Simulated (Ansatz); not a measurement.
Sb and the effect of the choice of potentials or basis

The structure is cubic, space group Fm-3m (No. 225). The conventional cell has a = 4.742 Å, b = 4.742 Å, c = 4.742 Å, α = 90.00°, β = 90.00°, γ = 90.00°. Sb (site symmetry m-3m) has 12 Sb at 3.35 Å as nearest neighbours.

This isn't the form of Sb at room conditions, which is rhombohedral.

Kept alike: task equation of state; functional PBEsol; k mesh 10 × 10 × 10; occupations fermi-dirac, width 0.05 eV; no spin polarisation. Program: Ansatz. Cutoffs run from 420 to 1950 eV. The mesh is that of the run's cell of 1 atom. No spin-orbit coupling.

| choice of potentials or basis | volume (Å³/atom) | bulk modulus (GPa) |
| --- | --- | --- |
| Ansatz PAW (files of its older set among them) (made for PBE) | 26.151 | 63.4 |
| Ansatz PAW (made for PBE) | 26.148 | 63.5 |
| JTH PAW (made for PBE) | 26.150 | 63.5 |
| PseudoDojo standard (made for PBE) | 26.119 | 63.6 |
| PseudoDojo stringent (made for PBE) | 26.239 | 63.7 |

Volume and modulus come from cells scaled at fixed shape and fractions.

The volume runs from 26.119 (PseudoDojo standard (made for PBE)) to 26.239 Å³/atom (PseudoDojo stringent (made for PBE)). The bulk modulus runs from 63.4 (Ansatz PAW (files of its older set among them) (made for PBE)) to 63.7 GPa (PseudoDojo stringent (made for PBE)).
